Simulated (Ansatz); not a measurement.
**WC (Qusongite) under changes of volume**

One of the cells (10.376 Å³/atom); the others are scaled copies at fixed shape and fractional positions:

```
W C
1.0
     2.90650    0.00000    0.00000
    -1.45325    2.51710    0.00000
     0.00000    0.00000    2.83660
W C
1 1
Cartesian
  0.0000 0.0000 0.0000
  1.4533 0.8390 1.4183
```

| Item | Value |
| --- | --- |
| Program | Ansatz 0.2.0 |
| Functional | LDA |
| Potentials or basis | JTH PAW LDA |
| Cutoff | 1290 eV |
| Density cutoff | 6450 eV |
| k mesh | 10 × 10 × 9 |
| Occupations | fermi-dirac, width 0.05 eV |
| Spin | no spin polarisation |

| volume (Å³/atom) | energy over the lowest point (meV/atom) | pressure (GPa) |
| --- | --- | --- |
| 9.754 | 20.17 | 17.7 |
| 9.961 | 3.88 | 7.6 |
| 10.169 | 0.00 | -1.5 |
| 10.376 | 7.28 | -9.6 |
| 10.584 | 24.59 | -17.0 |
| 10.791 | 50.89 | -23.5 |
| 10.999 | ? | ? |

Q: What does the run at 10.999 Å³/atom give?

A: Energy over the lowest point 85.25 meV/atom; pressure -29.4 GPa.

Worked out: A Birch-Murnaghan fit of order 3 (a polynomial in V^(-2/3)) to the other rows has its minimum at 10.13 Å³/atom with B0 = V·E''(V) = 428 GPa and B' = 4.2 at fixed shape and positions, which overstates the stiffness. It gives 85.41 meV/atom at 10.999 Å³/atom, against the run's 85.25, and -dE/dV = -29.5 GPa, against -29.4.

Energies are extrapolated to zero smearing.
